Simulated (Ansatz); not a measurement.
Isolated molecules relaxed with PBE0-D4/def2-TZVP in Ansatz; ΔE leaves out vibrations. CCSD(T)/CBS adds triple-zeta CCSD(T) − MP2 to the extrapolated MP2 energy (def2 sets, frozen cores). Elements past krypton have def2 core potentials. For Ge, Sn outer-core shells are correlated without core-valence functions, which leaves a few kJ/mol of doubt a bond. Scalar relativity is left out up to krypton. Each species was taken in one conformer, which may not be the lowest.

`[F][Sn]([F])([F])[GeH3]` + `CC(=O)O` → `CC(=O)[O][GeH3]` + `[F][SnH]([F])[F]`  (cleavage of the Ge–Sn bond)

| species | CCSD(T)/def2-SVP energy (Eh) |
| --- | --- |
| `[F][Sn]([F])([F])[GeH3]` | -2589.29163 |
| `CC(=O)O` | -228.32161 |
| `CC(=O)[O][GeH3]` | -2304.84628 |
| `[F][SnH]([F])[F]` | -512.75660 |

Task: Work out ΔE.

Result: ΔE = (-2304.84628) + (-512.75660) − (-2589.29163) − (-228.32161) = 0.01036 Eh = +27.2 kJ/mol. CCSD(T)/CBS gives +35.5 kJ/mol.

Largest T1 diagnostic among the species: 0.015.

In def2-TZVPP, CCSD(T) changes the Hartree–Fock value by +6.2 kJ/mol (the triples alone add −1.1 kJ/mol) and MP2 by +8.3 kJ/mol. From BLYP to BHLYP (50 % exact exchange), in def2-TZVPP and without D4, ΔE moves by −12.7 kJ/mol. At CCSD(T), def2-SVP lies −8.3 kJ/mol from the extrapolated value and def2-TZVPP −10.3 kJ/mol.
